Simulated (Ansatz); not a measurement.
SnSe (space group Fm-3m) relaxed with several functionals in Ansatz (plane waves to 420 eV, scalar-relativistic PAW, no spin-orbit coupling, symmetry kept). The database cell has 27.27 Å³/atom; its temperature or method isn't stated, so the comparison with it is no error of the functional. No moments.

| functional | conventional cell | V (Å³/atom) | against the database cell (%) | gap on mesh (eV) | largest moment (μB) |
| --- | --- | --- | --- | --- | --- |
| PBE+D3(BJ) | a = 5.978 Å, b = 5.978 Å, c = 5.978 Å, α = 90.00°, β = 90.00°, γ = 90.00° | 26.70 | -2.1 | 0.52 | 0.00 |
| LDA | a = 5.897 Å, b = 5.897 Å, c = 5.897 Å, α = 90.00°, β = 90.00°, γ = 90.00° | 25.63 | -6.0 | 0.44 | 0.00 |
| PBE | a = 6.061 Å, b = 6.061 Å, c = 6.061 Å, α = 90.00°, β = 90.00°, γ = 90.00° | 27.83 | 2.1 | 0.49 | 0.00 |

An atom lies near a switch of its D3 coefficient C6 between reference coordination numbers, so the dispersion energy changes steeply there and can make or shift the minimum.

This rock-salt form isn't the usual stable structure of the compound.